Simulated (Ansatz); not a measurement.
# Br: relaxation of cell and atoms with PBE+D3(BJ)

Crystal: Br.

```
Br
1.0
     3.36325   -2.32255    0.00000
     3.36325    2.32255    0.00000
     0.00000    0.00000    8.70230
Br
4
Cartesian
  3.3632 0.6266 3.3948
  3.3632 1.6959 7.7459
  3.3632 -0.6266 5.3075
  3.3632 -1.6959 0.9564
```

| Property | Result |
| --- | --- |
| Program | Ansatz 0.2.0 |
| Task | relaxation of cell and atoms |
| Functional | PBE |
| Dispersion | D3(BJ) |
| Potentials or basis | Ansatz PAW |
| Cutoff | 420 eV (not typed: the program's choice for these potentials) |
| k mesh | 7 × 7 × 3 |
| Occupations | fermi-dirac, width 0.05 eV |
| Spin | no spin polarisation |

```json
{
  "Relaxed volume": "31.05 Å³/atom",
  "Relaxed cell": "a = 4.061 Å, b = 4.061 Å, c = 8.573 Å, α = 90.00°, β = 90.00°, γ = 61.46°",
  "Space group after relaxing (to 0.05 Å)": "Cmce (No. 64)",
  "Energy gained by relaxing": "44.7 meV/atom",
  "Ionic steps": "9",
  "Pressure after relaxing": "0.0 GPa",
  "Band gap on the k mesh": "1.33 eV, indirect (least direct gap 1.37 eV)"
}
```

The path:
```
step  energy change (eV)  largest force (eV/Å)  volume (Å³)
   1              0.0000                0.8814       135.95
   2             -0.1216                0.3649       124.74
   3             -0.1630                0.0996       123.74
   4             -0.1733                0.0210       121.07
   5             -0.1764                0.0439       123.35
   6             -0.1780                0.0424       124.14
   7             -0.1795                0.0167       123.93
   8             -0.1795                0.0012       124.19
   9             -0.1787                0.0009       124.19
```

Final structure:
```cif
data_structure
_symmetry_space_group_name_H-M 'P 1'
_symmetry_Int_Tables_number 1
_cell_length_a 4.0608
_cell_length_b 4.0608
_cell_length_c 8.5734
_cell_angle_alpha 90.000
_cell_angle_beta 90.000
_cell_angle_gamma 61.459
_cell_volume 124.19
loop_
_atom_site_label
_atom_site_type_symbol
_atom_site_fract_x
_atom_site_fract_y
_atom_site_fract_z
_atom_site_occupancy
Br1 Br 0.34893 0.65107 0.38086 1
Br2 Br 0.15107 0.84893 0.88086 1
Br3 Br 0.65107 0.34893 0.61914 1
Br4 Br 0.84893 0.15107 0.11914 1
```

Levels at points of the mesh, in eV from the valence-band top:
```csv
k point,band 10,band 11,band 12,band 13,band 14,band 15,band 16,band 17,band 18
"(0.00, 0.00, 0.00)",-1.43,-1.42,-0.60,-0.43,0.00,1.37,2.28,5.95,6.77
```

Wall time 25 s on 2 threads of Arm Neoverse V1, with other jobs on the host, peak memory 0.4 GiB.

Caveat: odd divisions of the mesh miss points on the zone boundary, where band edges often lie, so the gap on the mesh can be too wide; the plane-wave basis is chosen anew once the cell has moved, so the energies of steps on either side of that aren't comparable. Expect the measured gap to be larger: semilocal functionals such as PBE lack the derivative discontinuity.
